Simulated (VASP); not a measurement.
Wanted: the native input for a VASP 6.6.1 run.

| Property | Result |
| --- | --- |
| Task | single point |
| Functional | PBE |
| Potentials or basis | VASP PAW PBE potentials, release 64 (Mg) |
| Cutoff | 520 eV |
| k mesh | 12 × 12 × 12 |
| Occupations | gaussian, width 0.1 eV |
| Spin | no spin polarisation |
| Dipole correction | no |
| Further INCAR settings | ALGO = Normal; EDIFF = 1e-06; NBANDS = 10 |

The structure of Mg lies in POSCAR:

```
Mg
1.0
   -2.8891163570      2.8891163570      2.8891163570
    2.8891163570     -2.8891163570      2.8891163570
    2.8891163570      2.8891163570     -2.8891163570
Mg
3
Direct
    0.0000000000      0.5000000000      0.5000000000
    0.5000000000      0.0000000000      0.5000000000
    0.5000000000      0.5000000000      0.0000000000
```

The cell was built by a generator and needn't be a form met in nature.

The cell isn't the ideal one: random cell by space group and Wyckoff sites (Im-3m, No. 229).

These files were run (other wordings do the same):

INCAR

```
SYSTEM = Mg
  ALGO = Normal
  EDIFF = 1E-6
  ENCUT = 520
  GGA = PE
  ISIF = 2
  ISMEAR = 0
  LASPH = .True.
  LCHARG = .True.
  LELF = .True.
  LREAL = .False.
  LVHAR = .True.
  LWAVE = .False.
  NBANDS = 10
  NELM = 100
  PREC = Accurate
  SIGMA = 0.1
```

KPOINTS

```
k-points
0
Gamma
  12 12 12
  0 0 0
```

Potentials or basis: VASP PAW PBE potentials, release 64 (Mg).

Launch:

```console
$ cat potpaw_PBE.64/Mg/POTCAR > POTCAR
$ mpirun -np 1 vasp_std > vasp.out
```

It gave:

```json
{"Pressure": "0.0 GPa", "Band gap on the k mesh": "none (metal or under the smearing width)"}
```

Wall time 28 s on 1 thread of Intel(R) Xeon(R) 6975P-C (Granite Rapids) (shared host), peak memory 0.26 GiB.
